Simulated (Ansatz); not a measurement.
# Ge: do energies and stresses tell the same story?

Theory: Ansatz 0.2.0, DFT PBE, scalar-relativistic, plane waves, PAW.

Settings: cutoff 420 eV, Γ-centred mesh 16×16×16 on the computed 2-atom cell, Gaussian smearing of 0.10 eV; no spin polarisation.

Relaxed cell: I4_1/amd, a = 5.207 Å, b = 5.207 Å, c = 2.846 Å, α = 90.00°, β = 90.00°, γ = 90.00°, 2 atoms in the primitive cell. This form isn't the element's structure at ambient conditions.

Energies at zero smearing and pressures from the stress tensor, at volumes with shape and atoms relaxed:
```json
{"V (Å³/atom)": "16.976", "E − E(first) (meV/atom)": "0.00", "P (GPa)": "11.78"}
{"V (Å³/atom)": "17.555", "E − E(first) (meV/atom)": "-35.67", "P (GPa)": "8.06"}
{"V (Å³/atom)": "18.134", "E − E(first) (meV/atom)": "-58.98", "P (GPa)": "4.91"}
{"V (Å³/atom)": "18.712", "E − E(first) (meV/atom)": "-71.73", "P (GPa)": "2.24"}
{"V (Å³/atom)": "19.291", "E − E(first) (meV/atom)": "-75.59", "P (GPa)": "0.00"}
{"V (Å³/atom)": "19.870", "E − E(first) (meV/atom)": "-72.00", "P (GPa)": "-1.87"}
{"V (Å³/atom)": "20.449", "E − E(first) (meV/atom)": "-62.29", "P (GPa)": "-3.44"}
{"V (Å³/atom)": "21.220", "E − E(first) (meV/atom)": "-41.47", "P (GPa)": "-5.16"}
```

Q: Check P = −dE/dV between neighbouring volumes, and get the bulk modulus from the pressures alone.

A: With 1 eV/Å³ = 160.2 GPa:
```json
{"middle V (Å³/atom)": "17.266", "−ΔE/ΔV (GPa)": "9.876", "mean P (GPa)": "9.923"}
{"middle V (Å³/atom)": "17.844", "−ΔE/ΔV (GPa)": "6.452", "mean P (GPa)": "6.486"}
{"middle V (Å³/atom)": "18.423", "−ΔE/ΔV (GPa)": "3.532", "mean P (GPa)": "3.577"}
{"middle V (Å³/atom)": "19.002", "−ΔE/ΔV (GPa)": "1.068", "mean P (GPa)": "1.124"}
{"middle V (Å³/atom)": "19.580", "−ΔE/ΔV (GPa)": "-0.994", "mean P (GPa)": "-0.934"}
{"middle V (Å³/atom)": "20.159", "−ΔE/ΔV (GPa)": "-2.688", "mean P (GPa)": "-2.655"}
{"middle V (Å³/atom)": "20.834", "−ΔE/ΔV (GPa)": "-4.324", "mean P (GPa)": "-4.301"}
```

The two differ by 0.06 GPa at most. The mean of two end pressures misses the average over a step by about ΔV² P″/12, up to 0.05 GPa here; with that taken off 0.03 GPa remains. The stress is the derivative of the free energy, not of the energy at zero smearing, and with free energies 0.01 GPa remains. Around V = 19.291 Å³/atom, the two neighbours give B = −V ΔP/ΔV = 19.291 × 4.12 / 1.157 = 68.6 GPa, against B0 = 68.1 GPa from the Birch–Murnaghan fit of the energies.

The energies and stresses describe the same equation of state: the energy minimum coincides with zero pressure, and the two bulk moduli, 68.6 and 68.1 GPa, agree closely. Pressure rises faster on compression than it falls on expansion, because overlap repulsion between the atoms steepens at short range while the cohesive forces weaken as they separate. This curvature also explains why the mean of the end pressures lies above the energy slope in every interval.

The remaining smearing contribution fits the metallic character of β-tin germanium. States at the Fermi level give an electronic entropy term, which changes with volume as the bands broaden or narrow. In a well-gapped semiconductor it would nearly vanish.

The agreement shows that the calculation is internally consistent, not that the functional gives the right volume or stiffness. Nor does a minimum at zero pressure mean that this phase could be recovered on decompression, since the curve doesn't test lattice vibrations or competing structures.
